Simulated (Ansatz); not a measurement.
# P: the cost of one run

Computed with Ansatz 0.2.0 (DFT PBE, scalar-relativistic, plane waves, PAW, unless a step's input says otherwise).

5 further runs of the same task are left out: 3 that didn't finish, 2 set aside as unsound or not needed.

### 1 The structure to begin with

It takes space group Pmna (No. 53, orthorhombic). The conventional cell has a = 3.303 Å, b = 34.863 Å, c = 4.635 Å, α = 90.00°, β = 90.00°, γ = 90.00°. P (site symmetry m) is surrounded by 3 P at 2.23 to 2.26 Å.

Structure file:

```
CELL_PARAMETERS angstrom
3.30312 0.00000 0.00000
0.00000 34.86296 0.00000
0.00000 0.00000 4.63497
ATOMIC_POSITIONS crystal
P 0.00000 0.96981 0.58915
P 0.00000 0.03019 0.41085
P 0.50000 0.03019 0.08915
P 0.50000 0.96981 0.91085
```

It goes back to an entry of the Materials Project, which need not be the stable form.

It is the result of an earlier relaxation at this level (volume 133.44 Å³/atom; gap on the mesh: 0.91 eV).

The unstrained cell comes from an earlier run at this level (4 atoms, E(σ→0) -3022.6528 eV, gap 0.91 eV over the zone).

### 2 At -1.5 %

File input.yaml:

```yaml
crystal:
  lattice:
    - [3.2535727195, 0.0, 0.0]
    - [0.0, 34.3400202872, 0.0]
    - [0.0, 0.0, 4.6766841659]
  atoms:
    - { symbol: P, position: [0.0, 0.9698087026, 0.5891473187] }
    - { symbol: P, position: [0.0, 0.0301912974, 0.4108526813] }
    - { symbol: P, position: [0.5, 0.0301912974, 0.0891473187] }
    - { symbol: P, position: [0.5, 0.9698087026, 0.9108526813] }
basis:
  ecutwfc: 420
kpoints:
  mp_grid: { grid: [8, 1, 6] }
hamiltonian:
  xc: pbe
scf:
  occupations: { method: gaussian, width: 0.02 }
output:
  forces: true
  stress: true
  eigenvalues: true
relax:
  adjacent_minimum: "off"
  f_tol: 0.008
  max_steps: 40
  cell: { stress_tol: 0.015, fix: [a, b, gamma] }
```

Launch:

```
$ ansatz run input.yaml --threads 1 --pin off --max-ram 2560MiB --backend cpu --events-out ev --progress --plain --runs-dir out
```

**Question.** How long does this run take on 1 thread of Arm Neoverse V1, shared host, and how much memory does it need?

About 44 s, with a peak of 0.58 GiB.
